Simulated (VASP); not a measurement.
## CdSe (F-43m) under a change of volume

How do the elastic response and the band edges of CdSe follow a change of volume?

Method: LDA; plane waves and PAW (Cd, Se); cell typed or built by script, in the first sound run; inputs show where later runs differ, in VASP 6.6.1.

### 1. The starting structure

Symmetry: F-43m, No. 216, cubic system. The conventional cell has a = 6.050 Å, b = 6.050 Å, c = 6.050 Å, α = 90.00°, β = 90.00°, γ = 90.00°. Nearest to Cd lie 4 Se at 2.62 Å. Se has 4 Cd at 2.62 Å nearest. Farther neighbours and most contacts between anions are not listed.

### 2. Relax the crystal, LDA

The series starts from the cell that this level prefers, so that zero strain is near zero stress.

This step took 2 runs in a row; the last is shown.

Level: LDA; plane waves and PAW (Cd, Se); cell typed or built by script.

INCAR reads:

```
SYSTEM = CdSe
PREC = Accurate
ENCUT = 450
EDIFF = 1E-07
NELM = 120
ISMEAR = 0
SIGMA = 0.02
LREAL = .FALSE.
ALGO = Normal
GGA = CA
NBANDS = 15
LASPH = .TRUE.
LORBIT = 11
LWAVE = .FALSE.
LCHARG = .FALSE.
KPAR = 12
IBRION = 2
NSW = 40
ISIF = 3
EDIFFG = -0.005
POTIM = 0.4
```

POSCAR reads:

```
CdSe
1.0
    0.0000000000      3.0102352753      3.0102352753
    3.0102352753      0.0000000000      3.0102352753
    3.0102352753      3.0102352753      0.0000000000
Cd Se
1 1
Direct
    0.0000000000      0.0000000000      0.0000000000
    0.2500000000      0.2500000000      0.2500000000
```

KPOINTS reads:

```
Automatic mesh
0
Gamma
9 9 9
0 0 0
```

The projector-augmented-wave data sets are Cd and Se (LDA family, release 64).

On the command line:

```
$ mpirun -np 12 vasp_std
```

Log:

```text
[banner, memory and clock lines left out]
running   12 mpi-ranks, on    1 nodes
[...]
|                                                                             |
|           W    W    AA    RRRRR   N    N  II  N    N   GGGG   !!!           |
|           W    W   A  A   R    R  NN   N  II  NN   N  G    G  !!!           |
|           W    W  A    A  R    R  N N  N  II  N N  N  G       !!!           |
|           W WW W  AAAAAA  RRRRR   N  N N  II  N  N N  G  GGG   !            |
|           WW  WW  A    A  R   R   N   NN  II  N   NN  G    G                |
|           W    W  A    A  R    R  N    N  II  N    N   GGGG   !!!           |
|                                                                             |
|     For optimal performance we recommend to set                             |
|       NCORE = 2 up to number-of-cores-per-socket                            |
|     NCORE specifies how many cores store one orbital (NPAR=cpu/NCORE).      |
|     This setting can greatly improve the performance of VASP for DFT.       |
[...]
|     Unfortunately you need to use the default for GW and RPA                |
|     calculations (for HF NCORE is supported but not extensively tested      |
|     yet).                                                                   |
|                                                                             |

 LDA part: xc-table for (Slater(with rela. corr.)+CA(PZ))
 , standard interpolation
 POSCAR, INCAR and KPOINTS ok, starting setup
[...]
entering main loop
       N       E                     dE             d eps       ncg     rms          rms(c)
DAV:   1     0.101608436618E+03    0.10161E+03   -0.81555E+03  1058   0.960E+02
DAV:   2    -0.319394261805E+01   -0.10480E+03   -0.98807E+02  1239   0.254E+02
DAV:   3    -0.711613717188E+01   -0.39222E+01   -0.39144E+01  1309   0.512E+01
DAV:   4    -0.713291401481E+01   -0.16777E-01   -0.16776E-01  1267   0.333E+00
[...]
DAV:  11    -0.676197850733E+01   -0.45950E-05   -0.17463E-05  1113   0.373E-02    0.124E-02
DAV:  12    -0.676197807923E+01    0.42810E-06   -0.17261E-06  1344   0.198E-02    0.468E-03
DAV:  13    -0.676197812868E+01   -0.49446E-07   -0.21884E-07  1127   0.299E-03
   1 F= -.67619781E+01 E0= -.67619781E+01  d E =-.676198E+01
[...]
reached required accuracy - stopping structural energy minimisation
```

Wall time 3.6 s (12 MPI ranks of Intel Xeon 6975P-C (Granite Rapids), shared host); peak memory 1.9 GiB; 28 s of CPU time.

Lines that name or quote the potential files are left out of all logs, and their timing lines are given in words.

OUTCAR, selected parts (step 2):

```text
  Total       -0.0057860     -0.0057860     -0.0057860      0.0000000      0.0000000      0.0000000
  in kB       -0.1699247     -0.1699247     -0.1699247      0.0000000      0.0000000      0.0000000
  external PRESSURE =      -0.1699247 kB  Pullay stress =       0.0000000 kB

 POSITION                                       TOTAL-FORCE (eV/Angst)
 -----------------------------------------------------------------------------------
      0.00000      0.00000      0.00000         0.000000      0.000000      0.000000
      1.50512      1.50512      1.50512        -0.000000     -0.000000     -0.000000
 -----------------------------------------------------------------------------------
    total drift:                               -0.000000     -0.000000     -0.000000

  FREE ENERGIE OF THE ION-ELECTRON SYSTEM (eV)
  ---------------------------------------------------
  free  energy   TOTEN  =        -6.7619781287 eV

  energy  without entropy=       -6.7619781287  energy(sigma->0) =       -6.76197813

 reached required accuracy - stopping structural energy minimisation

[... 3 further parts left out ...]
[key lines of the parts left out:]
E-fermi :   1.2255
```

Read from the output:

| Quantity | Value |
| --- | --- |
| energy(sigma→0) of the program | -6.7620 eV |
| stress, compression positive | xx, yy, zz -0.02, -0.02, -0.02 GPa |
| volume | 54.555 Å³ |
| ionic steps | 1 |

### 3. Relax at fixed volume, LDA

One member in full: the volume is scaled by 1.045, and the cell is held.

Level: LDA; plane waves and PAW (Cd, Se); cell typed or built by script.

Changes to INCAR since step 2:

```diff
@@ -15,7 +15,8 @@
 LCHARG = .FALSE.
-KPAR = 12
+KPAR = 3
 IBRION = 2
 NSW = 40
-ISIF = 3
-EDIFFG = -0.005
+ISIF = 2
+EDIFFG = -0.004
 POTIM = 0.4
+MAXMIX = 40
```

POSCAR reads:

```
CdSe
1.0
    0.0000000000      3.0547279423      3.0547279423
    3.0547279423      0.0000000000      3.0547279423
    3.0547279423      3.0547279423      0.0000000000
Cd Se
1 1
Direct
    0.0000000000      0.0000000000      0.0000000000
    0.2500000000      0.2500000000      0.2500000000
```

KPOINTS is that of step 2.

On the command line:

```
$ mpirun -np 3 vasp_std
```

Log:

```text
[banner, memory and clock lines left out]
running    3 mpi-ranks, on    1 nodes
[...]
LDA part: xc-table for (Slater(with rela. corr.)+CA(PZ))
 , standard interpolation
 POSCAR, INCAR and KPOINTS ok, starting setup
[...]
entering main loop
       N       E                     dE             d eps       ncg     rms          rms(c)
DAV:   1     0.963424429082E+02    0.96342E+02   -0.80840E+03  1090   0.951E+02
DAV:   2    -0.330295711269E+01   -0.99645E+02   -0.94769E+02  1232   0.247E+02
DAV:   3    -0.710143135259E+01   -0.37985E+01   -0.37909E+01  1218   0.503E+01
DAV:   4    -0.711867850894E+01   -0.17247E-01   -0.17246E-01  1309   0.334E+00
[...]
DAV:  11    -0.674535870680E+01   -0.52302E-05   -0.18378E-05  1169   0.385E-02    0.135E-02
DAV:  12    -0.674535818029E+01    0.52652E-06   -0.16872E-06  1288   0.188E-02    0.499E-03
DAV:  13    -0.674535823805E+01   -0.57767E-07   -0.37711E-07  1197   0.424E-03
   1 F= -.67453582E+01 E0= -.67453582E+01  d E =-.674536E+01
[...]
reached required accuracy - stopping structural energy minimisation
```

The job ended after 6 s (3 MPI ranks; peak memory 0.44 GiB; 13 s of CPU time).

From OUTCAR (step 3):

```text
  Total       -0.8280465     -0.8280465     -0.8280465     -0.0000000      0.0000000      0.0000000
  in kB      -23.2711412    -23.2711412    -23.2711412     -0.0000000      0.0000000      0.0000000
  external PRESSURE =     -23.2711412 kB  Pullay stress =       0.0000000 kB

 POSITION                                       TOTAL-FORCE (eV/Angst)
 -----------------------------------------------------------------------------------
      0.00000      0.00000      0.00000         0.000000     -0.000000     -0.000000
      1.52736      1.52736      1.52736        -0.000000      0.000000      0.000000
 -----------------------------------------------------------------------------------
    total drift:                               -0.000000     -0.000000     -0.000000

  FREE ENERGIE OF THE ION-ELECTRON SYSTEM (eV)
  ---------------------------------------------------
  free  energy   TOTEN  =        -6.7453582381 eV

  energy  without entropy=       -6.7453582381  energy(sigma->0) =       -6.74535824

[... 2 parts as in an earlier step ...]

[... 2 further parts left out ...]
[key lines of the parts left out:]
E-fermi :   0.7952
```

Numbers from this step:

* energy(sigma→0) of the program: -6.7454 eV
* stress, compression positive: xx, yy, zz -2.33, -2.33, -2.33 GPa
* ionic steps: 1

### 4. Band edges, TB-mBJ with spin-orbit coupling

Short lines in KPOINTS_OPT sample the zone centre, for masses, and the other valleys.

Level: TB-mBJ, spin-orbit coupling; plane waves and PAW (Cd, Se); cell typed or built by script.

TB-mBJ has no energy functional, so the total energy, stress and pressure in this output mean nothing.

INCAR reads:

```
SYSTEM = CdSe
PREC = Accurate
ENCUT = 450
EDIFF = 1E-06
NELM = 150
ISMEAR = 0
SIGMA = 0.02
LREAL = .FALSE.
ALGO = Normal
METAGGA = MBJ
LASPH = .TRUE.
LNONCOLLINEAR = .TRUE.
MAGMOM = 0 0 0 0 0 0
NBANDS = 28
GGA_COMPAT = .FALSE.
LSORBIT = .TRUE.
LWAVE = .FALSE.
LCHARG = .FALSE.
KPAR = 3
```

POSCAR is that of step 3.

KPOINTS reads:

```
Automatic mesh
0
Gamma
7 7 7
0 0 0
```

KPOINTS_OPT reads:

```
Line mode
6
Line-mode
Reciprocal
  0.00000000   0.00000000   0.00000000
  0.02430875   0.02430875   0.00000000

  0.00000000   0.00000000   0.00000000
  0.00000000  -0.02430875  -0.02430875

  0.31000000   0.31000000   0.00000000
  0.50000000   0.50000000   0.00000000

  0.00000000   0.31000000   0.31000000
  0.00000000   0.50000000   0.50000000

  0.45000000   0.45000000   0.45000000
  0.50000000   0.50000000   0.50000000

  0.45000000   0.00000000   0.00000000
  0.50000000   0.00000000   0.00000000

  0.42500000   0.42500000   0.00000000
  0.42500000   0.44930875   0.02430875

  0.50000000   0.50000000   0.50000000
  0.48281112   0.51718888   0.50000000
```

On the command line:

```
$ mpirun -np 3 vasp_ncl
```

Log:

```text
[banner, memory and clock lines left out]
running    3 mpi-ranks, on    1 nodes
[...]
|                                                                             |
|               ----> ADVICE to this user running VASP <----                  |
|                                                                             |
|     You enforced a specific xc type in the INCAR file but a different       |
|     [... a line on the potential file left out ...]
|     I HOPE YOU KNOW WHAT YOU ARE DOING!                                     |
|                                                                             |

 LDA part: xc-table for (None), standard interpolation
 POSCAR, INCAR and KPOINTS ok, starting setup
[...]
entering main loop
       N       E                     dE             d eps       ncg     rms          rms(c)
DAV:   1     0.227290949667E+02    0.22729E+02   -0.78956E+03  1704   0.103E+03
DAV:   2    -0.904700139599E+02   -0.11320E+03   -0.10895E+03  1848   0.282E+02
DAV:   3    -0.960919667897E+02   -0.56220E+01   -0.55842E+01  1952   0.635E+01
DAV:   4    -0.961338193849E+02   -0.41853E-01   -0.41836E-01  1804   0.523E+00
[...]
DAV:  52    -0.941384963231E+02   -0.21208E-05   -0.66514E-12   876   0.174E-05    0.944E-06
DAV:  53    -0.941384981520E+02   -0.18289E-05    0.73365E-13   888   0.820E-06    0.842E-07
DAV:  54    -0.941384984695E+02   -0.31749E-06   -0.15871E-12   872   0.679E-06
   1 F= -.94138498E+02 E0= -.94138498E+02  d E =-.335023E-12  mag=    -0.0000     0.0000    -0.0000
 Start KPOINTS_OPT (optional k-point list driver)
k-point batch [1-30\48]
       N       E                     dE             ncg
DAV:   1     0.110357289256E+04   -0.70749E+04     1728
DAV:   2    -0.237314517375E+04   -0.34767E+04     1916
DAV:   3    -0.253627968694E+04   -0.16313E+03     1948
DAV:   4    -0.253744095671E+04   -0.11613E+01     1892
DAV:   5    -0.253745181605E+04   -0.10859E-01     1948
DAV:   6    -0.253745202299E+04   -0.20693E-03     1920
DAV:   7    -0.253745202817E+04   -0.51786E-05     1840
DAV:   8    -0.253745202833E+04   -0.16045E-06     1380
k-point batch [31-48\48]
       N       E                     dE             ncg
DAV:   1     0.564836165723E+04   -0.79167E+04     1032
DAV:   2     0.366458745768E+04   -0.19838E+04     1116
DAV:   3     0.357145951145E+04   -0.93128E+02     1216
DAV:   4     0.357080588920E+04   -0.65362E+00     1176
DAV:   5     0.357080052825E+04   -0.53610E-02     1108
DAV:   6     0.357080043378E+04   -0.94475E-04     1196
DAV:   7     0.357080043153E+04   -0.22444E-05     1100
DAV:   8     0.357080043147E+04   -0.62494E-07      876
```

Elapsed: 3 min, on 3 MPI ranks; peak memory 1.1 GiB.

From OUTCAR (step 4):

```text
  LATTYP: Found a face centered cubic cell.
 ALAT       =     6.1094558846

 Subroutine GETGRP returns: Found 24 space group operations
 (whereof 24 operations were pure point group operations)

The static configuration has the point symmetry T_d .

 Found     30 irreducible k-points:

   k-points           NKPTS =     30   k-points in BZ     NKDIM =     30   number of bands    NBANDS=     28

   dimension x,y,z NGX =    30 NGY =   30 NGZ =   30
   dimension x,y,z NGXF=    60 NGYF=   60 NGZF=   60

   ENCUT  =  450.0 eV  33.07 Ry    5.75 a.u.   7.47  7.47  7.47*2*pi/ulx,y,z

   NELECT =      18.0000    total number of electrons

 E-fermi :   1.4223

 k-point     1 :       0.0000    0.0000    0.0000
  band No.  band energies     occupation
    ...
     14       0.9972      1.00000
     15       1.3350      1.00000
     16       1.3350      1.00000
     17       1.3350      1.00000
     18       1.3350      1.00000
     19       3.1551      0.00000
     20       3.1551      0.00000
     21       7.7690      0.00000
     22       7.7690      0.00000
     23       8.1340      0.00000
    ...

 k-point     2 :       0.1429    0.0000    0.0000
  band No.  band energies     occupation
    ...
     14       0.1515      1.00000
     15       0.9924      1.00000
     16       0.9924      1.00000
     17       1.1900      1.00000
     18       1.2098      1.00000
     19       4.0088      0.00000
     20       4.0088      0.00000
     21       7.7705      0.00000
     22       7.7705      0.00000
     23       8.1776      0.00000
    ...

  Total      -32.0847799    -32.0847799    -32.0847799      0.0000000      0.0000000      0.0000000
  in kB     -901.6999355   -901.6999355   -901.6999355      0.0000000      0.0000000      0.0000000
  external PRESSURE =    -901.6999355 kB  Pullay stress =       0.0000000 kB

 POSITION                                       TOTAL-FORCE (eV/Angst)
 -----------------------------------------------------------------------------------
      0.00000      0.00000      0.00000         0.000000      0.000000      0.000000
      1.52736      1.52736      1.52736        -0.000000     -0.000000     -0.000000
 -----------------------------------------------------------------------------------
    total drift:                               -0.000000     -0.000000     -0.000000

  FREE ENERGIE OF THE ION-ELECTRON SYSTEM (eV)
  ---------------------------------------------------
  free  energy   TOTEN  =       -94.1384984695 eV

  energy  without entropy=      -94.1384984695  energy(sigma->0) =      -94.13849847

 Spin-Orbit-Coupling matrix elements
 Ion:    1  E_soc:     -0.0535633
 Ion:    2  E_soc:     -0.0362227

[... 1 part as in an earlier step ...]

[... 7 further parts left out ...]
```

### 5. Band edges, r2SCAN with spin-orbit coupling

Short lines in KPOINTS_OPT sample the zone centre, for masses, and the other valleys.

Level: r2SCAN, spin-orbit coupling; plane waves and PAW (Cd, Se); cell typed or built by script.

Changes to INCAR since step 4:

```diff
@@ -4,3 +4,3 @@
 EDIFF = 1E-06
-NELM = 150
+NELM = 100
 ISMEAR = 0
@@ -9,3 +9,3 @@
 ALGO = Normal
-METAGGA = MBJ
+METAGGA = R2SCAN
 LASPH = .TRUE.
```

POSCAR is that of step 4.

KPOINTS is that of step 4.

KPOINTS_OPT is that of step 4.

On the command line:

```
$ mpirun -np 3 vasp_ncl
```

Log:

```text
[banner, memory and clock lines left out]
running    3 mpi-ranks, on    1 nodes
[...]
[... a notice as in an earlier step ...]

 LDA part: xc-table for (None), standard interpolation
 POSCAR, INCAR and KPOINTS ok, starting setup
[...]
entering main loop
       N       E                     dE             d eps       ncg     rms          rms(c)
DAV:   1    -0.403751225553E+03   -0.40375E+03   -0.80388E+03  1704   0.105E+03
DAV:   2    -0.519600844635E+03   -0.11585E+03   -0.11131E+03  1840   0.285E+02
DAV:   3    -0.525693462817E+03   -0.60926E+01   -0.60514E+01  1944   0.669E+01
DAV:   4    -0.525739042637E+03   -0.45580E-01   -0.45560E-01  1800   0.550E+00
[...]
DAV:  12    -0.520912541595E+03    0.38851E-04   -0.81505E-05  1784   0.131E-01    0.545E-02
DAV:  13    -0.520912535226E+03    0.63687E-05   -0.42777E-05  1768   0.759E-02    0.210E-02
DAV:  14    -0.520912535437E+03   -0.21089E-06   -0.32260E-06  1836   0.189E-02
   1 F= -.52091254E+03 E0= -.52091254E+03  d E =-.806489E-22  mag=     0.0000    -0.0000    -0.0000
 Start KPOINTS_OPT (optional k-point list driver)
k-point batch [1-30\48]
       N       E                     dE             ncg
DAV:   1     0.753341955424E+03   -0.74251E+04     1712
DAV:   2    -0.280845063181E+04   -0.35618E+04     1924
DAV:   3    -0.298293724320E+04   -0.17449E+03     1960
DAV:   4    -0.298414545272E+04   -0.12082E+01     1824
DAV:   5    -0.298415437265E+04   -0.89199E-02     1868
DAV:   6    -0.298415450281E+04   -0.13017E-03     1864
DAV:   7    -0.298415450549E+04   -0.26707E-05     1628
DAV:   8    -0.298415450558E+04   -0.94732E-07     1180
k-point batch [31-48\48]
       N       E                     dE             ncg
DAV:   1     0.544663362253E+04   -0.81185E+04     1016
DAV:   2     0.339595430276E+04   -0.20507E+04     1132
DAV:   3     0.329501162728E+04   -0.10094E+03     1196
DAV:   4     0.329431050937E+04   -0.70112E+00     1076
DAV:   5     0.329430580813E+04   -0.47012E-02     1120
DAV:   6     0.329430574412E+04   -0.64008E-04     1092
DAV:   7     0.329430574289E+04   -0.12345E-05      960
DAV:   8     0.329430574284E+04   -0.50024E-07      700
```

It took 2.5 min on 3 MPI ranks; peak memory 1 GiB; 7.1 min of CPU time.

From OUTCAR (step 5):

```text
  Total        0.2198720      0.2198720      0.2198720     -0.0000000      0.0000000      0.0000000
  in kB        6.1792091      6.1792091      6.1792091     -0.0000000      0.0000000      0.0000000
  external PRESSURE =       6.1792091 kB  Pullay stress =       0.0000000 kB

 POSITION                                       TOTAL-FORCE (eV/Angst)
 -----------------------------------------------------------------------------------
      0.00000      0.00000      0.00000        -0.000000     -0.000000     -0.000000
      1.52736      1.52736      1.52736         0.000000      0.000000      0.000000
 -----------------------------------------------------------------------------------
    total drift:                               -0.000000     -0.000000     -0.000000

  FREE ENERGIE OF THE ION-ELECTRON SYSTEM (eV)
  ---------------------------------------------------
  free  energy   TOTEN  =      -520.9125354370 eV

  energy  without entropy=     -520.9125354370  energy(sigma->0) =     -520.91253544

[... 2 parts as in an earlier step ...]

[... 1 further part left out ...]
[key lines of the parts left out:]
E-fermi :   0.9462
```

Numbers from this step:

| Item | Value |
| --- | --- |
| energy(sigma→0) of the program | -520.9125 eV |
| stress, compression positive | xx, yy, zz 0.62, 0.62, 0.62 GPa |

The run ends at a pressure of 0.62 GPa.

(Part 1 of 2 ends here.)

[Lines on the potential files, build, host, timing and source positions are cut from VASP's logs without a mark.]

[Logs are printed without paths, hosts, clocks, repeated set-up lines and the standing remarks that a program may print on its own settings, such as how far it seeks lower states.]

[Hosts, paths, dates, database ids (printed as entryN), source tags and the programs' standing remarks are cut or masked in the printed files.]

[In band tables of VASP the shares of atoms and orbitals are scaled to a sum of 1 inside the atoms' spheres.]
